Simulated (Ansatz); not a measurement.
# CuO: how settings move the results

The task, for CuO: sweep the plane-wave cutoff.

Computed with Ansatz 0.2.0 (DFT PBEsol, scalar-relativistic, plane waves, PAW, unless a step's input says otherwise).

1 further run of the same task is left out (set aside as unsound or not needed). Runs told in other sessions of the task aren't counted.

## (1) The structure to begin with

Symmetry: Cc, No. 9, monoclinic system. Conventional cell: a = 4.689 Å, b = 3.427 Å, c = 5.132 Å, α = 90.00°, β = 99.65°, γ = 90.00°. Around Cu (site symmetry 1) lie 4 O at 1.91 to 2.02 Å. O (site symmetry 1) has 4 Cu at 1.91 to 2.02 Å in its first shell of neighbours.

Structure file:

```cif
data_structure
_symmetry_space_group_name_H-M 'Cc'
_symmetry_Int_Tables_number 9
_cell_length_a 4.6893
_cell_length_b 3.4268
_cell_length_c 5.1321
_cell_angle_alpha 90.000
_cell_angle_beta 99.653
_cell_angle_gamma 90.000
_cell_volume 81.30
loop_
_atom_site_label
_atom_site_type_symbol
_atom_site_symmetry_multiplicity
_atom_site_Wyckoff_symbol
_atom_site_fract_x
_atom_site_fract_y
_atom_site_fract_z
_atom_site_occupancy
Cu1 Cu 4 a 0.25000 0.24680 0.00000 1
O1 O 4 a 0.48850 0.91710 0.25370 1
```

The structure comes from the Crystallography Open Database; it is used as listed.

## (2) The base run, which the others are set against

The input, input.yaml:

```yaml
crystal:
  lattice:
    - [2.34465, -1.7134, 0.0]
    - [2.34465, 1.7134, 0.0]
    - [-0.86055, 0.0, 5.05944]
  atoms:
    - { symbol: Cu, position: [0.0032, 0.4968, 0.0] }
    - { symbol: Cu, position: [0.4968, 0.0032, 0.5] }
    - { symbol: O, position: [0.5714, 0.4056, 0.2537] }
    - { symbol: O, position: [0.4056, 0.5714, 0.7537] }
basis:
  ecutwfc: 420
kpoints:
  mp_grid: { grid: [16, 16, 8] }
hamiltonian:
  xc: pbesol
scf:
  occupations: { method: gaussian, width: 0.1 }
output:
  forces: true
  stress: true
  eigenvalues: true
  populations: true
  write_density: true
  write_potential: true
  elf: true
  volumetric_format: npy
```

Its results, from an earlier run: -3574.0895 eV/atom at zero smearing, pressure -2.71 GPa, largest force 0.758 eV/Å, no gap on the mesh, in 8 SCF cycles and 72 s.

## (3) Plane-wave cutoff: 150 eV

The input, input.yaml:

```yaml
crystal:
  lattice:
    - [2.34465, -1.7134, 0.0]
    - [2.34465, 1.7134, 0.0]
    - [-0.86055, 0.0, 5.05944]
  atoms:
    - { symbol: Cu, position: [0.0032, 0.4968, 0.0] }
    - { symbol: Cu, position: [0.4968, 0.0032, 0.5] }
    - { symbol: O, position: [0.5714, 0.4056, 0.2537] }
    - { symbol: O, position: [0.4056, 0.5714, 0.7537] }
basis:
  ecutwfc: 150
kpoints:
  mp_grid: { grid: [16, 16, 8] }
hamiltonian:
  xc: pbesol
scf:
  occupations: { method: gaussian, width: 0.1 }
output:
  forces: true
  stress: true
  eigenvalues: true
```

Command:

```bash
ansatz run input.yaml --threads 1 --pin off --max-ram 2560MiB --backend cpu --events-out ev --progress --plain --runs-dir out
```

## (4) Plane-wave cutoff set to 200 eV

Changes to input.yaml since step 3:

```diff
@@ -11,3 +11,3 @@
 basis:
-  ecutwfc: 150
+  ecutwfc: 200
 kpoints:
```

## (5) Plane-wave cutoff: 250 eV

Changes to input.yaml since step 4:

```diff
@@ -11,3 +11,3 @@
 basis:
-  ecutwfc: 200
+  ecutwfc: 250
 kpoints:
```

## (6) Plane-wave cutoff: 300 eV

Changes to input.yaml since step 5:

```diff
@@ -11,3 +11,3 @@
 basis:
-  ecutwfc: 250
+  ecutwfc: 300
 kpoints:
```

## (7) Plane-wave cutoff set to 350 eV

Changes to input.yaml since step 6:

```diff
@@ -11,3 +11,3 @@
 basis:
-  ecutwfc: 300
+  ecutwfc: 350
 kpoints:
```

## (8) Plane-wave cutoff set to 380 eV

Changes to input.yaml since step 7:

```diff
@@ -11,3 +11,3 @@
 basis:
-  ecutwfc: 350
+  ecutwfc: 380
 kpoints:
```

## (9) Plane-wave cutoff: 460 eV

Changes to input.yaml since step 8:

```diff
@@ -11,3 +11,3 @@
 basis:
-  ecutwfc: 380
+  ecutwfc: 460
 kpoints:
```

## (10) Plane-wave cutoff set to 520 eV

Changes to input.yaml since step 9:

```diff
@@ -11,3 +11,3 @@
 basis:
-  ecutwfc: 460
+  ecutwfc: 520
 kpoints:
```

## (11) Plane-wave cutoff set to 600 eV

Changes to input.yaml since step 10:

```diff
@@ -11,3 +11,3 @@
 basis:
-  ecutwfc: 520
+  ecutwfc: 600
 kpoints:
```

## (12) Plane-wave cutoff set to 700 eV

Changes to input.yaml since step 11:

```diff
@@ -11,3 +11,3 @@
 basis:
-  ecutwfc: 600
+  ecutwfc: 700
 kpoints:
```

## (13) Plane-wave cutoff set to 850 eV

Changes to input.yaml since step 12:

```diff
@@ -11,3 +11,3 @@
 basis:
-  ecutwfc: 700
+  ecutwfc: 850
 kpoints:
```

(Steps that only read results are left out.)

What results come out of these runs, taken together?

As calculated:

| quantity | value |
| --- | --- |
| plane-wave cutoff: within 10 and 1 meV/atom of 850 eV from | 420 eV for 10; 520 eV for 1 |

What this shows: In the sweep of the plane-wave cutoff, 520 eV already comes within 1 meV/atom of the reference, and so do all later runs, at about 0.43 of the reference's time. The reference is only the best run made, not a proven limit. Much of this error cancels in differences between similar cells. The pressure is off by up to 45.2 GPa. Forces stay within 0.01 eV/Å of the reference from 350 eV on. The listed cell is far from this method's equilibrium (-2.7 GPa, forces up to 0.76 eV/Å), so its values are not those of the relaxed crystal. The settings are coarse, so take the values as rough. Spin polarisation is off in the runs that give these values; a magnetic solution could lie lower.
